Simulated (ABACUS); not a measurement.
# Si2Ni (Fm-3m) in ABACUS: reference runs

How does Si2Ni come out in PBE? The cell is run as given and disturbed, then over a range of volumes.

Program: ABACUS 3.10.1. These are calculated values, not measurements. Logs are shortened: lines on timing, memory, paths and dates and some standing lists are left out, and cuts for length are marked.

### 1 The crystal as given

It takes space group Fm-3m (No. 225, cubic). Conventional cell: a = 5.406 Å, b = 5.406 Å, c = 5.406 Å, α = 90.00°, β = 90.00°, γ = 90.00°. Ni (site symmetry m-3m) is surrounded by 8 Si at 2.34 Å. Si (site symmetry -43m) is surrounded by 4 Ni at 2.34 Å.

### 2 Equation of state, PBE, collinear spin, ferromagnetic start, 12.38 Å³/atom (volume scaled by 0.94)

INPUT reads:

```
INPUT_PARAMETERS
suffix              Si2Ni
calculation         scf
basis_type          pw
pseudo_dir          ./
symmetry            1
dft_functional      pbe
ecutwfc             98
pseudo_rcut         10
nspin               2
nbands              18
ks_solver           dav
smearing_method     fd
smearing_sigma      0.00367493
scf_thr             1e-08
scf_nmax            100
mixing_type         broyden
mixing_beta         0.4
cal_force           1
cal_stress          1
kpar                4
```

STRU reads:

```
ATOMIC_SPECIES
Ni 58.6934 Ni.upf
Si 28.0850 Si.upf

LATTICE_CONSTANT
1.8897261246

LATTICE_VECTORS
0.0000000000 2.6478212519 2.6478212519
2.6478212519 0.0000000000 2.6478212519
2.6478212519 2.6478212519 0.0000000000

ATOMIC_POSITIONS
Direct

Ni
0.0
1
0.0000000000 0.0000000000 0.0000000000 1 1 1 mag 1

Si
0.0
2
0.7500000000 0.7500000000 0.7500000000 1 1 1 mag 0
0.2500000000 0.2500000000 0.2500000000 1 1 1 mag 0
```

KPT reads:

```
K_POINTS
0
Gamma
9 9 9 0 0 0
```

Potentials or basis: PseudoDojo NC SR 0.4.1 PBE standard, plane waves.

Run with:

```sh
$ OMP_NUM_THREADS=1 mpirun -np 4 abacus > log
```

running log:

```text
ABACUS v3.10.1

               Atomic-orbital Based Ab-initio Computation at UStc

 ------------------------------------------------------------------------------------

 READING GENERAL INFORMATION
                           global_out_dir = OUT.Si2Ni/
                           global_in_card = INPUT
                               pseudo_dir = ./
                              orbital_dir =
                                    DSIZE = 4
                                    GSIZE = 1

 READING UNITCELL INFORMATION
                                    ntype = 2
                  lattice constant (Bohr) = 1.88973
              lattice constant (Angstrom) = 1

 READING ATOM TYPE 1
                               atom label = Ni
                      L=0, number of zeta = 1
                      L=1, number of zeta = 1
                      L=2, number of zeta = 1
             number of atom for this type = 1
               magnetization of element 1 = 1

 READING ATOM TYPE 2
                               atom label = Si
                      L=0, number of zeta = 1
                      L=1, number of zeta = 1
                      L=2, number of zeta = 1
             number of atom for this type = 2
               magnetization of element 2 = 0

                        TOTAL ATOM NUMBER = 3
DIRECT COORDINATES
    atom                   x                   y                   z     mag                  vx                  vy                  vz
taud_Ni1            0.0000000000        0.0000000000        0.0000000000  1.0000        0.0000000000        0.0000000000        0.0000000000
taud_Si1            0.7500000000        0.7500000000        0.7500000000  0.0000        0.0000000000        0.0000000000        0.0000000000
taud_Si2            0.2500000000        0.2500000000        0.2500000000  0.0000        0.0000000000        0.0000000000        0.0000000000

                          Volume (Bohr^3) = 250.549
                             Volume (A^3) = 37.1275

 Lattice vectors: (Cartesian coordinate: in unit of a_0)
                   +0            +2.64782            +2.64782
             +2.64782                  +0            +2.64782
             +2.64782            +2.64782                  +0
 Reciprocal vectors: (Cartesian coordinate: in unit of 2 pi/a_0)
            -0.188834           +0.188834           +0.188834
            +0.188834           -0.188834           +0.188834
            +0.188834           +0.188834           -0.188834
 The esolver type has been set to : ksdft_pw

                PAO radial cut off (Bohr) = 10

 Read in pseudopotential file is Ni.upf
                     pseudopotential type = NC
          exchange-correlation functional = PBE
                 nonlocal core correction = 1
                        valence electrons = 18
                                     lmax = 2
                           number of zeta = 4
                     number of projectors = 6
                           L of projector = 0
[... 5 lines left out ...]
                PAO radial cut off (Bohr) = 10

 Read in pseudopotential file is Si.upf
                     pseudopotential type = NC
          exchange-correlation functional = PBE
                 nonlocal core correction = 1
                        valence electrons = 4
[... 162 lines left out ...]

 SETUP NONLOCAL PSEUDOPOTENTIALS IN PLANE WAVE BASIS
 Ni non-local projectors:
 projector 1 L=0
 projector 2 L=0
 projector 3 L=1
 projector 4 L=1
 projector 5 L=2
 projector 6 L=2
 Si non-local projectors:
 projector 1 L=0
 projector 2 L=0
 projector 3 L=1
 projector 4 L=1
 projector 5 L=2
 projector 6 L=2
      TOTAL NUMBER OF NONLOCAL PROJECTORS = 54

 Init Non-Local PseudoPotential table :
 Init Non-Local-Pseudopotential done.

                                     npwx = 4128

 Make real space PAO into reciprocal space.
       max mesh points in Pseudopotential = 1001
     dq(describe PAO in reciprocal space) = 0.01
                                    max q = 1192

 number of pseudo atomic orbitals for Ni is 4
WARNING: norm of atomic wavefunction # 4 of atomic type Ni is 0.999945, renormalized

 number of pseudo atomic orbitals for Si is 2
WARNING: norm of atomic wavefunction # 2 of atomic type Si is 0.999847, renormalized

 -------------------------------------------
 SELF-CONSISTENT
 -------------------------------------------
                                 init_chg = atomic

 PW ALGORITHM --------------- ION=   1  ELEC=   1--------------------------------
          total magnetism (Bohr mag/cell) = 0.165493
       absolute magnetism (Bohr mag/cell) = 0.221026
                        nelec for spin up = 13.0827
                      nelec for spin down = 12.9173
[... 161 lines left out ...]
 Density error is 1.88119077363e-09
                          Error Threshold = 1.17396039066e-10
----------------------------------------------------------
     Energy           Rydberg                 eV
----------------------------------------------------------
 E_KohnSham     -352.5731636848      -4797.0039880004
 E_KS(sigma->0) -352.5728214833      -4796.9993321097
 E_Harris       -352.5733366069      -4797.0063407261
 E_band         -23.5363744965       -320.2288034137
 E_one_elec     -254.8411169196      -3467.2912747906
 E_Hartree      141.3249829688       1922.8250381281
 E_xc           -49.3910752367       -672.0000535652
 E_Ewald        -189.6652700943      -2580.5283859913
 E_entropy(-TS) -0.0006844031        -0.0093117813
 E_descf        0.0000000000         0.0000000000
 E_exx          0.0000000000         0.0000000000
 E_Fermi        1.0714909231         14.5783819088
----------------------------------------------------------

 charge density convergence is achieved
 final etot is -4797.003988 eV
 EFERMI = 14.578381909 eV

 STATE ENERGY(eV) AND OCCUPATIONS    NSPIN == 2
SPIN UP :
 1/9 kpoint (Cartesian) = 0.0000 0.0000 0.0000 (4111 pws)
       1       -90.4088     0.00137174
       2       -50.8047     0.00137174
       3       -50.8047     0.00137174
       4       -50.8047     0.00137174
       5      0.0507119     0.00137174
       6        8.89020     0.00137174
[... 98 lines left out ...]
       5       0.306350     0.00823045
       6        8.57265     0.00823045
[... 10 lines left out ...]
      17        18.8271    1.02698e-39
      18        18.8271    1.02698e-39

[... levels at 12 further k points ...]

------------------------------------------------------------------------------------------
 TOTAL-FORCE (eV/Angstrom)
------------------------------------------------------------------------------------------
                       Ni1         0.0000000000         0.0000000000         0.0000000000
                       Si1         0.0000000000         0.0000000000         0.0000000000
                       Si2         0.0000000000         0.0000000000         0.0000000000
------------------------------------------------------------------------------------------

----------------------------------------------------------------
 TOTAL-STRESS (KBAR)
----------------------------------------------------------------
       149.3393871549         0.0000000000        -0.0000000000
         0.0000000000       149.3393871549        -0.0000000000
         0.0000000000        -0.0000000000       149.3393871549
----------------------------------------------------------------
 TOTAL-PRESSURE: 149.339387 KBAR

 --------------------------------------------
 !FINAL_ETOT_IS -4797.0039880003550934 eV
 --------------------------------------------
```

stdout:

```text
ABACUS v3.10.1

               Atomic-orbital Based Ab-initio Computation at UStc

%%%%%%%%%%%%%%%%%%%%%%%%%%%%%%%%%%%%%%%%%%%%%%%%%%%%%%%%%%%%%%%%%%%%%%%%%%%%%%%%%%%%%%%%%%%%%%%%%%%%%%%%%
 Warning: the number of valence electrons in pseudopotential > 10 for Ni: [Ar] 3d8 4s2
[... 37 lines left out ...]
 TOTAL-STRESS (KBAR)
----------------------------------------------------------------
       149.3393871549         0.0000000000        -0.0000000000
         0.0000000000       149.3393871549        -0.0000000000
         0.0000000000        -0.0000000000       149.3393871549
----------------------------------------------------------------
 TOTAL-PRESSURE: 149.339387 KBAR
```

Wall time 42 s (4 MPI ranks of AMD EPYC 7R43 (Zen 3), shared host); peak memory 0.52 GiB.

What came out:

| Item | Value |
| --- | --- |
| Free energy | -4797.0040 eV |
| Pressure | 14.9 GPa |
| Band gap on the k mesh | none (metal or under the smearing width) |
| Net moment | 0.00 μB per cell |
| Absolute moment | 0.00 μB per cell |

### 3 Equation of state, PBE, collinear spin, ferromagnetic start, 12.64 Å³/atom (volume scaled by 0.96)

INPUT is that of step 2.

STRU, as its differences from that of step 2:

```diff
@@ -8,5 +8,5 @@
 LATTICE_VECTORS
-0.0000000000 2.6478212519 2.6478212519
-2.6478212519 0.0000000000 2.6478212519
-2.6478212519 2.6478212519 0.0000000000
+0.0000000000 2.6664684948 2.6664684948
+2.6664684948 0.0000000000 2.6664684948
+2.6664684948 2.6664684948 0.0000000000
```

KPT is that of step 2.

Potentials or basis: PseudoDojo NC SR 0.4.1 PBE standard, plane waves.

Run with:

```sh
$ OMP_NUM_THREADS=1 mpirun -np 4 abacus > log
```

Wall time 46 s (4 MPI ranks of AMD EPYC 7R43 (Zen 3), shared host); peak memory 0.52 GiB.

The run converged. Its results:

```yaml
Free_energy: -4797.0675 eV
Pressure: 10.9 GPa
Band_gap_on_the_k_mesh: none (metal or under the smearing width)
Net_moment: 0.00 μB per cell
Absolute_moment: 0.00 μB per cell
```

### 4 Equation of state, PBE, collinear spin, ferromagnetic start, 12.90 Å³/atom (volume scaled by 0.98)

INPUT is that of step 3.

STRU, as its differences from that of step 3:

```diff
@@ -8,5 +8,5 @@
 LATTICE_VECTORS
-0.0000000000 2.6664684948 2.6664684948
-2.6664684948 0.0000000000 2.6664684948
-2.6664684948 2.6664684948 0.0000000000
+0.0000000000 2.6848585138 2.6848585138
+2.6848585138 0.0000000000 2.6848585138
+2.6848585138 2.6848585138 0.0000000000
```

KPT is that of step 3.

Run with:

```sh
$ OMP_NUM_THREADS=1 mpirun -np 4 abacus > log
```

Run time: 43 s. Hardware: 4 MPI ranks of AMD EPYC 7R43 (Zen 3), shared host; peak memory 0.52 GiB.

Results (log left out):

* Free energy: -4797.1121 eV
* Pressure: 7.2 GPa
* Band gap on the k mesh: none (metal or under the smearing width)
* Net moment: 0.00 μB per cell
* Absolute moment: 0.00 μB per cell

### 5 Equation of state, PBE, collinear spin, ferromagnetic start, 13.17 Å³/atom

INPUT is that of step 4.

STRU, as its differences from that of step 4:

```diff
@@ -8,5 +8,5 @@
 LATTICE_VECTORS
-0.0000000000 2.6848585138 2.6848585138
-2.6848585138 0.0000000000 2.6848585138
-2.6848585138 2.6848585138 0.0000000000
+0.0000000000 2.7030000000 2.7030000000
+2.7030000000 0.0000000000 2.7030000000
+2.7030000000 2.7030000000 0.0000000000
```

KPT is that of step 4.

Run with:

```sh
$ OMP_NUM_THREADS=1 mpirun -np 4 abacus > log
```

It took 45 s on 4 MPI ranks of AMD EPYC 7R43 (Zen 3), shared host; peak memory 0.52 GiB.

The run converged. Its results:

* Free energy: -4797.1394 eV
* Pressure: 3.9 GPa
* Band gap on the k mesh: none (metal or under the smearing width)
* Net moment: 0.00 μB per cell
* Absolute moment: 0.00 μB per cell

### 6 Equation of state, PBE, collinear spin, ferromagnetic start, 13.43 Å³/atom (volume scaled by 1.02)

INPUT is that of step 5.

STRU, as its differences from that of step 5:

```diff
@@ -8,5 +8,5 @@
 LATTICE_VECTORS
-0.0000000000 2.7030000000 2.7030000000
-2.7030000000 0.0000000000 2.7030000000
-2.7030000000 2.7030000000 0.0000000000
+0.0000000000 2.7209011839 2.7209011839
+2.7209011839 0.0000000000 2.7209011839
+2.7209011839 2.7209011839 0.0000000000
```

KPT is that of step 5.

Potentials or basis: PseudoDojo NC SR 0.4.1 PBE standard, plane waves.

Run with:

```sh
$ OMP_NUM_THREADS=1 mpirun -np 4 abacus > log
```

Run time: 52 s. Hardware: 4 MPI ranks of AMD EPYC 7R43 (Zen 3), shared host; peak memory 0.52 GiB.

It converged, with:

```
Free energy            : -4797.1510 eV
Pressure               : 0.8 GPa
Band gap on the k mesh : none (metal or under the smearing width)
Net moment             : 0.00 μB per cell
Absolute moment        : 0.00 μB per cell
```

### 7 Equation of state, PBE, collinear spin, ferromagnetic start, 13.69 Å³/atom (volume scaled by 1.04)

INPUT is that of step 6.

STRU, as its differences from that of step 6:

```diff
@@ -8,5 +8,5 @@
 LATTICE_VECTORS
-0.0000000000 2.7209011839 2.7209011839
-2.7209011839 0.0000000000 2.7209011839
-2.7209011839 2.7209011839 0.0000000000
+0.0000000000 2.7385698685 2.7385698685
+2.7385698685 0.0000000000 2.7385698685
+2.7385698685 2.7385698685 0.0000000000
```

KPT is that of step 6.

Run with:

```sh
$ OMP_NUM_THREADS=1 mpirun -np 4 abacus > log
```

It took 52 s on 4 MPI ranks of AMD EPYC 7R43 (Zen 3), shared host; peak memory 0.52 GiB.

The run converged. Its results:

| Property | Result |
| --- | --- |
| Free energy | -4797.1483 eV |
| Pressure | -1.9 GPa |
| Band gap on the k mesh | none (metal or under the smearing width) |
| Net moment | 0.00 μB per cell |
| Absolute moment | 0.00 μB per cell |

### 8 Equation of state, PBE, collinear spin, ferromagnetic start, 13.96 Å³/atom (volume scaled by 1.06)

INPUT is that of step 7.

STRU, as its differences from that of step 7:

```diff
@@ -8,5 +8,5 @@
 LATTICE_VECTORS
-0.0000000000 2.7385698685 2.7385698685
-2.7385698685 0.0000000000 2.7385698685
-2.7385698685 2.7385698685 0.0000000000
+0.0000000000 2.7560134590 2.7560134590
+2.7560134590 0.0000000000 2.7560134590
+2.7560134590 2.7560134590 0.0000000000
```

KPT is that of step 7.

Run with:

```sh
$ OMP_NUM_THREADS=1 mpirun -np 4 abacus > log
```

It took 54 s on 4 MPI ranks of AMD EPYC 7R43 (Zen 3), shared host; peak memory 0.56 GiB.

The run converged. Its results:

```yaml
Free_energy: -4797.1325 eV
Pressure: -4.4 GPa
Band_gap_on_the_k_mesh: none (metal or under the smearing width)
Net_moment: 0.00 μB per cell
Absolute_moment: 0.00 μB per cell
```

### 9 Equation of state, PBE, collinear spin, ferromagnetic start

Potentials or basis: PseudoDojo NC SR 0.4.1 PBE standard, plane waves.

No new run: the results of the series are fitted here.

Results:

- Equilibrium volume: 13.51 Å³/atom
- Bulk modulus: 145 GPa
- Pressure derivative of the bulk modulus: 3.8

Energy against volume, from the lowest point:
```csv
volume (Å³/atom),energy (meV/atom)
12.376,49.00
12.639,27.83
12.902,12.97
13.166,3.86
13.429,0.00
13.692,0.90
13.956,6.15
```

PBE usually gives volumes a little too large and moduli too small. Zero-point motion and thermal expansion aren't in these numbers.

(Continued in part 2 of 2.)
